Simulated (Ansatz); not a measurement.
How far is PAW off for Au?

```
CELL_PARAMETERS angstrom
2.74784 0.00000 0.00000
0.00000 2.74784 0.00000
0.00000 0.00000 2.74784
ATOMIC_POSITIONS crystal
Au 0.00000 0.00000 0.00000
```

The cell was built from the sc type and relaxed in the same program, and has space group Pm-3m; it needn't be a known or the stable phase.

Spin–orbit coupling is left out, though it moves levels of the heavy atoms by tenths of an eV or more.

Levels of theory: DFT, PBE, PAW with Ansatz's default frozen-core files, scalar-relativistic (Ansatz 0.2.0); DFT, PBE, all-electron LAPW, scalar-relativistic (Ansatz 0.2.0).

For PAW: a Γ-centred 12×12×12 k mesh, Fermi–Dirac smearing of 0.08 eV, cutoff 420 eV, no spin polarisation. LAPW targets a basis error of 0.25 meV/atom. The Ansatz runs share mesh, smearing and spin set-up. Plane-wave (PAW) pressures include the program's estimate of the Pulay term.

Stress and pressure are positive in compression.

Levels count from the Fermi level.

PAW results:

```csv
quantity,PAW
pressure (GPa),0.00
highest filled level at X (eV),-0.445
lowest empty level at X (eV),2.046
highest filled level at R (eV),-0.208
lowest empty level at R (eV),8.403
highest filled level at M (eV),-0.300
lowest empty level at M (eV),3.824
```

Task: What does full-potential LAPW give for the same quantities?

Result: 
```tsv
quantity	LAPW
pressure (GPa)	0.00
highest filled level at X (eV)	-0.444
lowest empty level at X (eV)	2.045
highest filled level at R (eV)	-0.207
lowest empty level at R (eV)	8.404
highest filled level at M (eV)	-0.299
lowest empty level at M (eV)	3.825
```
